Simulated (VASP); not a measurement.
A run of VASP 6.6.1:

The input INCAR:

```
ALGO = Fast
EDIFF = 1E-6
ENCUT = 520
GGA = PS
ISIF = 2
ISMEAR = 0
LASPH = True
LCHARG = True
LELF = True
LREAL = False
LVACPOTAV = True
LVHAR = True
LWAVE = False
NELM = 100
PREC = Accurate
SIGMA = 0.1
```

KPOINTS

```
k-points
0
Gamma
  12 12 1
```

File POSCAR:

```
Pd
1.0
    2.7513524856      0.0000000000      0.0000000000
    1.3756762428      2.3827411473      0.0000000000
    0.0000000000      0.0000000000     27.4788193845
Pd
7
Direct
    0.0000000000      0.0000000000      0.2547416576
    0.3333333333      0.3333333333      0.3364944384
    0.6666666667      0.6666666667      0.4182472192
    0.0000000000      0.0000000000      0.5000000000
    0.3333333333      0.3333333333      0.5817527808
    0.6666666667      0.6666666667      0.6635055616
    0.0000000000      0.0000000000      0.7452583424
```

Potentials or basis: VASP PAW PBE potentials, release 64 (Pd).

The run is started by

```bash
$ cat potpaw_PBE.64/Pd/POTCAR > POTCAR
$ mpirun -np 1 vasp_std > vasp.out
```

Hardware: 1 thread of Intel(R) Xeon(R) Platinum 8488C (Sapphire Rapids) (shared host).

Task: How long does it take, and how much memory?

Result: Wall time 3.1 min on 1 thread of Intel(R) Xeon(R) Platinum 8488C (Sapphire Rapids), on a shared host, peak memory 0.33 GiB. Counts: scf iterations 27, k points 19.
